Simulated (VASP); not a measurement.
Wanted: the native input for a VASP 6.6.1 run.

* Task: band structure
* Functional: revTPSS
* Potentials or basis: VASP PAW PBE potentials, release 64 (Au, Cu)
* Cutoff: 520 eV
* k mesh: 7 × 7 × 7
* Occupations: fermi-dirac, width 0.05 eV
* Spin: no spin polarisation
* Further INCAR settings: ALGO = Normal; EDIFF = 1e-07

The structure of Cu3Au (Auricupride) lies in POSCAR:

```
Cu3Au
1.0
    3.7400000000      0.0000000000      0.0000000000
    0.0000000000      3.7400000000      0.0000000000
    0.0000000000      0.0000000000      3.7400000000
Au Cu
1 3
Direct
    0.0000000000      0.0000000000      0.0000000000
    0.5000000000      0.5000000000      0.0000000000
    0.5000000000      0.0000000000      0.5000000000
    0.0000000000      0.5000000000      0.5000000000
```

The input as run:

INCAR

```
SYSTEM = Cu3Au
PREC = Accurate
ENCUT = 520
EDIFF = 1E-7
ISMEAR = -1
SIGMA = 0.05
LREAL = .FALSE.
LASPH = .TRUE.
NELM = 60
ALGO = Normal
ISIF = 2
LWAVE = .FALSE.
LCHARG = .FALSE.
LMAXMIX = 4
METAGGA = RTPSS
LMIXTAU = .TRUE.
```

KPOINTS

```
regular mesh
0
G
  7 7 7
  0 0 0
```

KPOINTS_OPT

```
path GXMGRX,MR
20
line-mode
reciprocal
 0.0000000000  0.0000000000  0.0000000000  G
 0.0000000000  0.5000000000  0.0000000000  X

 0.0000000000  0.5000000000  0.0000000000  X
 0.5000000000  0.5000000000  0.0000000000  M

 0.5000000000  0.5000000000  0.0000000000  M
 0.0000000000  0.0000000000  0.0000000000  G

 0.0000000000  0.0000000000  0.0000000000  G
 0.5000000000  0.5000000000  0.5000000000  R

 0.5000000000  0.5000000000  0.5000000000  R
 0.0000000000  0.5000000000  0.0000000000  X

 0.5000000000  0.5000000000  0.0000000000  M
 0.5000000000  0.5000000000  0.5000000000  R
```

Potentials or basis: VASP PAW PBE potentials, release 64 (Au, Cu).

Launch:

```bash
$ cat potpaw_PBE.64/Au/POTCAR potpaw_PBE.64/Cu/POTCAR > POTCAR
$ mpirun -np 1 vasp_std > vasp.out
```

Results of the run:

The pressure is -4.0 GPa and the band gap along the path is none (metal or under the smearing width).

Caveat: the PAW data sets were made with another functional, which shifts forces and pressure a little; spin-orbit coupling is left out, which moves the levels of the heavy elements.

It took 7.7 min on 1 thread of AMD EPYC 7R43 64-Core Processor (Zen 3), on a shared host, peak memory 0.15 GiB.
